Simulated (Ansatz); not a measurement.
**Sc in Ansatz: convergence with n extra bands**

Crystal: Sc.

```xyz
2
Lattice="3.3090 0.0000 0.0000 -1.6545 2.8657 0.0000 0.0000 0.0000 5.2733" Properties=species:S:1:pos:R:3 pbc="T T T"
Sc    1.6545    0.9552    3.9550
Sc    0.0000    1.9105    1.3183
```

| Quantity | Value |
| --- | --- |
| Program | Ansatz 0.2.0 |
| Task | convergence study |
| Functional | PBE |
| Potentials or basis | all-electron LAPW, scalar-relativistic |
| Cutoff | 167 eV (chosen from the basis error) |
| Basis error allowed | 0.001 eV/atom |
| k mesh | 9 × 9 × 5 |
| Occupations | fermi-dirac, width 0.05 eV |
| Spin | no spin polarisation |

These are the settings of the first run; the series varies n extra bands, with any setting tied to it.

Hardware: 1 thread of Arm Neoverse V1 (shared host).

```
n extra bands  energy less the tightest run, at zero smearing (meV/atom)  SCF cycles  CPU time (s)  peak memory (GiB)
            1                                                       0.00           6           4.3               0.24
            2                                                       0.00           6           4.6               0.24
            4                                                       0.00           6           4.7               0.24
            8                                                       0.00           6             5               0.25
           16                                                       0.00           5           5.8               0.26
           32                                                       0.00           6           9.7               0.29
```

Against the tightest run, the energy stays within 1 meV/atom from 1 on. The tightest run that finished is the yardstick and may itself not be fully converged.
